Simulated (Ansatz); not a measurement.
LaAlO₃:
```
CELL_PARAMETERS angstrom
      3.81240     0.00000     0.00000
      0.00000     3.81240     0.00000
      0.00000     0.00000     3.81240
ATOMIC_POSITIONS crystal
  O  0.50000 0.00000 0.00000
  O  0.00000 0.50000 0.00000
  O  0.00000 0.00000 0.50000
  Al 0.00000 0.00000 0.00000
  La 0.50000 0.50000 0.50000
```

Relaxed with PBE.

Task: Give the optical modes at the zone centre with their infrared and Raman activity from DFPT, PBE (plane waves, PAW; program Ansatz).

Result: Transverse frequencies, without the LO–TO term; a row sums one degenerate level.

```json
[
 {"ω (cm⁻¹)": "135", "degeneracy": "3", "IR ((D/Å)²/amu)": "45.32", "Raman (Å⁴/amu)": "0", "activity": "IR", "symmetry": "T1u"},
 {"ω (cm⁻¹)": "269", "degeneracy": "3", "IR ((D/Å)²/amu)": "0.00", "Raman (Å⁴/amu)": "0", "activity": "silent", "symmetry": "T2u"},
 {"ω (cm⁻¹)": "402", "degeneracy": "3", "IR ((D/Å)²/amu)": "53.20", "Raman (Å⁴/amu)": "0", "activity": "IR", "symmetry": "T1u"},
 {"ω (cm⁻¹)": "638", "degeneracy": "3", "IR ((D/Å)²/amu)": "12.89", "Raman (Å⁴/amu)": "0", "activity": "IR", "symmetry": "T1u"}
]
```

Task: How high does the top mode go among those that the LO–TO term moves?

Result: 712 cm⁻¹ for q along x.

Space group Pm-3m (cubic perovskite). This is a known high-temperature phase of the composition, computed here at zero pressure and temperature. Symmetry was held in the PBE relaxation. At this level the phase is dynamically unstable (imaginary phonons). Spin–orbit coupling is left out wherever it is not named.

Potentials: the later of the program's two PAW sets.
